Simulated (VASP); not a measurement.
# Ga2O3 (C2/m) in VASP: further runs

Runs on Ga2O3. Level: PBE. Tasks: single point.

All numbers are computed with VASP 6.6.1; they aren't measurements. Logs are shortened: lines on timing, memory, paths and dates and some standing lists are left out, and cuts for length are marked.

## Step 1: Starting point

Symmetry: C2/m, No. 12, monoclinic system. Conventional cell: a = 12.214 Å, b = 3.037 Å, c = 5.798 Å, α = 90.00°, β = 103.83°, γ = 90.00°. Ga (site symmetry m) is surrounded by 6 O at 1.94 to 2.07 Å. Ga (site symmetry m) has 4 O at 1.83 to 1.86 Å as nearest neighbours. O (site symmetry m) has 3 Ga at 1.83 to 1.94 Å as nearest neighbours. O (site symmetry m) has 4 Ga at 1.86 to 2.07 Å as nearest neighbours. O (site symmetry m) is surrounded by 3 Ga at 1.83 to 1.94 Å.

## Step 2: Single point, PBE

INCAR reads:

```
PREC = Accurate
ENCUT = 460
EDIFF = 1E-7
ISMEAR = 0
SIGMA = 0.05
LREAL = F
LASPH = T
NELM = 100
ALGO = Normal
ISIF = 2
LWAVE = F
LCHARG = F
GGA = PE
ADDGRID = T
```

KPOINTS reads:

```
Automatic mesh
0
Gamma
  5 5 3
```

POSCAR reads:

```
Ga2O3
1.0
    6.1070000000     -1.5185500000      0.0000000000
    6.1070000000      1.5185500000      0.0000000000
   -1.3859888959      0.0000000000      5.6300087380
Ga O
4 6
Direct
    0.3413400000      0.3413400000      0.6859800000
    0.6586600000      0.6586600000      0.3140200000
    0.9095000000      0.9095000000      0.2054000000
    0.0905000000      0.0905000000      0.7946000000
    0.5041000000      0.5041000000      0.7434000000
    0.4959000000      0.4959000000      0.2566000000
    0.8267000000      0.8267000000      0.4368000000
    0.1733000000      0.1733000000      0.5632000000
    0.8355000000      0.8355000000      0.8902000000
    0.1645000000      0.1645000000      0.1098000000
```

Potentials or basis: VASP PAW PBE potentials, release 64 (Ga_d, O).

Command:

```sh
cat potpaw_PBE.64/Ga_d/POTCAR potpaw_PBE.64/O/POTCAR > POTCAR
mpirun -np 1 vasp_std > vasp.out
```

OUTCAR:

```text
PREC = Accurate
   ENCUT = 460
   EDIFF = 1E-7
   ISMEAR = 0
   LREAL = F
   LASPH = T
   NELM = 100
   ISIF = 2
   GGA = PE

 Found     24 irreducible k-points:

 Following reciprocal coordinates:
            Coordinates               Weight
  0.000000  0.000000  0.000000      1.000000
  0.200000 -0.000000 -0.000000      4.000000
  0.400000 -0.000000 -0.000000      4.000000
  0.200000  0.200000 -0.000000      2.000000
  0.400000  0.200000 -0.000000      4.000000
 -0.400000  0.200000  0.000000      4.000000
   k-points           NKPTS =     24   k-points in BZ     NKDIM =     24   number of bands    NBANDS=     52
   number of dos      NEDOS =    301   number of ions     NIONS =     10
   total plane-waves  NPLWV =  96768
   dimension x,y,z NGX =    48 NGY =   48 NGZ =   42
   dimension x,y,z NGXF=    96 NGYF=   96 NGZF=   84
   ions per type =               4   6
   NGX,Y,Z   is equivalent  to a cutoff of  12.68, 12.68, 12.04 a.u.
   NGXF,Y,Z  is equivalent  to a cutoff of  25.36, 25.36, 24.08 a.u.
 SYSTEM =  unknown system
   PREC   = accura    normal or accurate (medium, high low for compatibility)
   ISTART =      0    job   : 0-new  1-cont  2-samecut
   ICHARG =      2    charge: 1-file 2-atom 10-const
   ISPIN  =      1    spin polarized calculation?
   LNONCOLLINEAR =      F non collinear calculations
   LSORBIT =      F    spin-orbit coupling
   LASPH  =      T    aspherical Exc in radial PAW
   ENCUT  =  460.0 eV  33.81 Ry    5.81 a.u.  11.01 11.01 10.14*2*pi/ulx,y,z
   NELM   =    100;   NELMIN=  2; NELMDL= -5     # of ELM steps
   EDIFF  = 0.1E-06   stopping-criterion for ELM
   LREAL  =      F    real-space projection
   EDIFFG = 0.1E-05   stopping-criterion for IOM
   NSW    =      0    number of steps for IOM
   IBRION =     -1    ionic relax: 0-MD 1-quasi-New 2-CG
   NFREE  =      0    steps in history (QN), initial steepest desc. (CG)
   ISIF   =      2    stress and relaxation
   ISYM   =      2    0-nonsym 1-usesym 2-fastsym
   POTIM  = 0.5000    time-step for ionic-motion
   TEBEG  =    0.0;   TEEND  =   0.0 temperature during run
   PSTRESS=    0.0 pullay stress
   NELECT =      88.0000    total number of electrons
   NUPDOWN=      -1.0000    fix difference up-down
   EMIN   =  10.00;   EMAX   =-10.00  energy-range for DOS
   EFERMI =   0.00;   METHOD = LEGACY
   ISMEAR =     0;   SIGMA  =   0.05  broadening in eV -4-tet -1-fermi 0-gaus
   EFERMI_NEDOS =   21; number of points for ismear=-14 and -15
   IALGO  =     38    algorithm
   IMIX   =      4    mixing-type and parameters
     AMIX     =   0.40;   BMIX     =  1.00
     AMIX_MAG =   1.60;   BMIX_MAG =  1.00
  volume/ion in A,a.u.               =      10.44        70.47
  Fermi-wavevector in a.u.,A,eV,Ry     =   1.546335  2.922150 32.533613  2.391153
  Thomas-Fermi vector in A             =   2.651586
   LORBIT       =      0    0 simple, 1 ext, 2 COOP (PROOUT), +10 PAW based schemes
   GGA     = PE    functional components
   LHFCALC =     F    Hartree Fock is set to
   AEXX    =    0.0000 exact exchange contribution
   IVDW    =     0    specifies the selected vdW correction
   LEPSILON=     F    determine dielectric tensor
   LRPA    =     F    only Hartree local field effects (RPA)
 non-spin polarized calculation
 Gauss-broadening in eV      SIGMA  =   0.05
  energy-cutoff  :      460.00
  volume of cell :      104.42
 maximum number of plane-waves:      2353
 NGX is ok and might be reduce to    48
   NGX = 21   NGY = 21   NGZ = 21

 number of electron      88.0000002 magnetization

 Free energy of the ion-electron system (eV)
  ---------------------------------------------------
  ext. energy  EPLUGINS =         0.00000000
  ---------------------------------------------------
  free energy    TOTEN  =       -59.51791099 eV

  energy without entropy =      -59.51791099  energy(sigma->0) =      -59.51791099

 E-fermi :   4.0920     XC(G=0): -11.6431

 val. band max:        3.8768584069   @ k =   0.0000   0.0000   0.0000
 cond. band min:       6.3203299390   @ k =   0.0000   0.0000   0.0000
 fundamental gap:      2.4434715321
 Fermi energy:         4.0919878205

 k-point     1 :       0.0000    0.0000    0.0000
  band No.  band energies     occupation
      1     -15.0559      2.00000
      2     -13.8894      2.00000
      3     -13.8554      2.00000
      4     -13.7331      2.00000
      5     -13.2597      2.00000
      6     -13.2453      2.00000
[... 44 lines left out ...]
     51      13.3154      0.00000
     52      13.3893      0.00000

 k-point     2 :       0.2000   -0.0000   -0.0000
  band No.  band energies     occupation
      1     -14.7566      2.00000
      2     -13.8369      2.00000
      3     -13.7764      2.00000
      4     -13.5725      2.00000
      5     -13.2653      2.00000
      6     -13.2462      2.00000
[... 44 lines left out ...]
     51      13.5260      0.00000
     52      14.1942      0.00000

 k-point     3 :       0.4000   -0.0000   -0.0000
  band No.  band energies     occupation
      1     -14.1023      2.00000
      2     -13.7290      2.00000
      3     -13.6200      2.00000
      4     -13.5162      2.00000
      5     -13.2470      2.00000
      6     -13.2437      2.00000
[... 44 lines left out ...]
     51      13.7511      0.00000
     52      14.0647      0.00000

 k-point     4 :       0.2000    0.2000   -0.0000
  band No.  band energies     occupation
      1     -14.9827      2.00000
      2     -14.1087      2.00000
      3     -13.8814      2.00000
      4     -13.5707      2.00000
      5     -13.2660      2.00000
      6     -13.2448      2.00000
[... 44 lines left out ...]
     51      13.1756      0.00000
     52      13.6472      0.00000

 k-point     5 :       0.4000    0.2000   -0.0000
  band No.  band energies     occupation
      1     -14.6284      2.00000
      2     -14.0974      2.00000
      3     -13.7627      2.00000
      4     -13.4754      2.00000
      5     -13.2656      2.00000
      6     -13.2452      2.00000
[... 44 lines left out ...]
     51      13.5194      0.00000
     52      14.1691      0.00000

 k-point     6 :      -0.4000    0.2000    0.0000
  band No.  band energies     occupation
      1     -13.9963      2.00000
      2     -13.8529      2.00000
      3     -13.5861      2.00000
      4     -13.5458      2.00000
      5     -13.2435      2.00000
      6     -13.2412      2.00000
[... 44 lines left out ...]
     51      13.9126      0.00000
     52      14.2255      0.00000

 [... further k-points ...]

------------------------ aborting loop because EDIFF is reached ----------------------------------------

  FORCE on cell =-STRESS in cart. coord.  units (eV):
  Direction    XX          YY          ZZ          XY          YZ          ZX
  --------------------------------------------------------------------------------------
  -------------------------------------------------------------------------------------
  Total        5.8353552      6.5750185      5.6910891      0.0000000      0.0000000      0.0976952
  in kB       89.5327247    100.8814880     87.3192276      0.0000000      0.0000000      1.4989526
  external PRESSURE =      92.5778134 kB  Pullay stress =       0.0000000 kB

 VOLUME and BASIS-vectors are now :
 -----------------------------------------------------------------------------
  energy-cutoff  :      460.00
  volume of cell :      104.42
      direct lattice vectors                 reciprocal lattice vectors
     6.107000000 -1.518550000  0.000000000     0.081873260 -0.329261467  0.020155462
     6.107000000  1.518550000  0.000000000     0.081873260  0.329261467  0.020155462
    -1.385988896  0.000000000  5.630008738     0.000000000  0.000000000  0.177619618

 POSITION                                       TOTAL-FORCE (eV/Angst)
 -----------------------------------------------------------------------------------
      3.21837      0.00000      3.86207         0.032499      0.000000     -0.058119
      7.60965      0.00000      1.76794        -0.032499      0.000000      0.058119
     10.82395      0.00000      1.15640        -0.108626      0.000000     -0.069660
      0.00406      0.00000      4.47360         0.108626      0.000000      0.069660
      5.12673      0.00000      4.18535        -0.163836      0.000000     -0.056486
      5.70128      0.00000      1.44466         0.163836      0.000000      0.056486
      9.49191      0.00000      2.45919         0.031245      0.000000      0.047084
      1.33610      0.00000      3.17082        -0.031245      0.000000     -0.047084
      8.97099      0.00000      5.01183        -0.221733      0.000000      0.100457
      1.85702      0.00000      0.61817         0.221733      0.000000     -0.100457
 -----------------------------------------------------------------------------------
    total drift:                                0.000000      0.000000      0.000000

  FREE ENERGIE OF THE ION-ELECTRON SYSTEM (eV)
  ---------------------------------------------------
  free  energy   TOTEN  =       -59.5179109891 eV

  energy  without entropy=      -59.5179109891  energy(sigma->0) =      -59.51791099
```

It took 2.3 min on 1 thread of AMD EPYC 9R45 (Zen 5), shared host; peak memory 0.46 GiB.

The run converged, but some of its settings lie outside the range that counts as converged, so its numbers aren't taken as properties of the crystal.

What came out:

- Free energy: -59.5179 eV
- Pressure: 9.3 GPa
- Largest force: 0.243 eV/Å
- Band gap on the k mesh: 2.44 eV, direct

Caveat: the k mesh is coarse (spacing up to 0.43 Å⁻¹), so the values aren't converged; the cutoff is under 1.25 times the usual one of these potentials, so pressure, stress and relaxed cells hold a basis-set (Pulay) error.

## Step 3: Single point, PBE

INCAR reads:

```
PREC = Normal
ENCUT = 460
EDIFF = 1E-4
ISMEAR = 0
SIGMA = 0.05
LREAL = Auto
LASPH = T
NELM = 100
ALGO = Normal
ISIF = 2
LWAVE = F
LCHARG = F
GGA = PE
ADDGRID = F
```

KPOINTS is that of step 2.

POSCAR is that of step 2.

Potentials or basis: VASP PAW PBE potentials, release 64 (Ga_d, O).

Command:

```sh
cat potpaw_PBE.64/Ga_d/POTCAR potpaw_PBE.64/O/POTCAR > POTCAR
mpirun -np 1 vasp_std > vasp.out
```

Run time: 64 s. Hardware: 1 thread of AMD EPYC 9R45 (Zen 5), shared host; peak memory 0.19 GiB.

These settings aren't checked as converged: the numbers below hold their error.

Results:

| Property | Result |
| --- | --- |
| Free energy | -59.5230 eV |
| Pressure | 9.3 GPa |
| Largest force | 0.242 eV/Å |
| Band gap on the k mesh | 2.44 eV, direct |

Caveat: the k mesh is coarse (spacing up to 0.43 Å⁻¹), so the values aren't converged; the cutoff is under 1.25 times the usual one of these potentials, so pressure, stress and relaxed cells hold a basis-set (Pulay) error.

## Step 4: For comparison

An earlier run on the cell as given: functional PBE; potentials or basis VASP PAW PBE potentials, release 64 (Ga_d, O); cutoff 520 eV; k mesh 9 × 9 × 5; occupations fermi-dirac, width 0.05 eV; no spin polarisation.

* Pressure: 10.2 GPa
* Largest force: 0.245 eV/Å
* Band gap on the k mesh: 2.42 eV, indirect (least direct gap 2.44 eV)
